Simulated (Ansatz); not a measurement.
# Y (beta tin type): the cost of one run

Computed with Ansatz 0.2.0 (DFT PBE, with the methods named in each step, unless a step's input says otherwise).

## Step 1: The structure to begin with

It takes space group I4_1/amd (No. 141, tetragonal). The conventional cell has a = 6.272 Å, b = 6.272 Å, c = 3.450 Å, α = 90.00°, β = 90.00°, γ = 90.00°. Y (site symmetry -4m2) has 6 Y at 3.25 to 3.45 Å in its first shell of neighbours.

Structure file:

```
Y
1.0
    -3.13610    3.13610    1.72485
     3.13610   -3.13610    1.72485
     3.13610    3.13610   -1.72485
Y
2
Direct
  0.62500 0.87500 0.75000
  0.37500 0.12500 0.25000
```

Whether this phase is the stable one at these pressures isn't tested.

Atoms are numbered in the order of the input: Y1, Y2.

## Step 2: Cell relaxed at zero pressure, PAW

The input, input.yaml:

```yaml
crystal:
  lattice:
    - [-3.1360962137, 3.1360962137, 1.7248529175]
    - [3.1360962137, -3.1360962137, 1.7248529175]
    - [3.1360962137, 3.1360962137, -1.7248529175]
  atoms:
    - { symbol: "Y", position: [-0.375, -0.125, -0.25] }
    - { symbol: "Y", position: [0.375, 0.125, 0.25] }
kpoints:
  mp_grid: { grid: [14, 14, 14] }
scf:
  occupations: { method: fermi_dirac, width: 0.08 }
hamiltonian:
  xc: pbe
  pseudopotentials: { kind: paw }
output:
  forces: true
  stress: true
relax:
  f_tol: 0.005
  max_steps: 40
  cell: {}
```

On the command line:

```bash
$ ansatz run input.yaml --threads 1 --pin off --max-ram 2048MiB --backend cpu --events-out ev --progress --plain --runs-dir out
```

**Question.** How long does this run take on 1 thread of Arm Neoverse V1, shared host, and how much memory does it need?

About 41 s, with a peak of 0.5 GiB.
